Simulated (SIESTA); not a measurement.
## GaN under changes of volume

One of the cells (11.444 Å³/atom); the others are scaled copies at fixed shape and fractional positions:

```
Ga N
1.0
     0.00000    2.25350    2.25350
     2.25350    0.00000    2.25350
     2.25350    2.25350    0.00000
Ga N
1 1
Direct
  0.00000 0.00000 0.00000
  0.25000 0.25000 0.25000
```

The cell is a database's computed one.

```yaml
Program: SIESTA 5.4.2
Functional: LDA
Potentials_or_basis: PseudoDojo 0.4 standard (LDA files)
Basis: DZP (energy shift 0.003 Ry; two zetas on semicore shells)
Grid_cutoff: 800 Ry
Energy_shift: 0.003 Ry
k_mesh: 10 × 10 × 10
Occupations: fermi-dirac, width 0.05 eV
Spin: no spin polarisation
```

```tsv
volume (Å³/atom)	energy over the lowest point (meV/atom)	pressure (GPa)	gap on the mesh (eV)
10.757	11.60	8.9	2.30
10.986	2.45	4.0	2.15
11.215	0.00	-0.4	2.01
11.444	3.45	-4.4	1.88
11.673	12.19	-7.8	1.74
11.902	?	?	?
12.131	43.18	-13.6	1.48
```

Problem. What does the run at 11.902 Å³/atom give?

Solution. Energy over the lowest point 25.60 meV/atom; pressure -10.9 GPa; gap on the mesh 1.61 eV.

Worked out: A Birch-Murnaghan fit of order 3 (a polynomial in V^(-2/3)) to the other rows has its minimum at 11.19 Å³/atom with B0 = V·E''(V) = 205 GPa and B' = 4.8. It gives 25.60 meV/atom at 11.902 Å³/atom, against the run's 25.60, and -dE/dV = -10.9 GPa, against -10.9. A straight line through the other rows of the gap, of slope -6.8 eV per unit of ln V (its deformation potential), gives 1.61 eV, against the run's 1.61.

Energies are extrapolated to zero smearing.

Caveats: the basis of atomic orbitals isn't converged, which shifts pressures, moduli and gaps.

A mesh can miss the band edges. Spin-orbit coupling on Ga is left out.
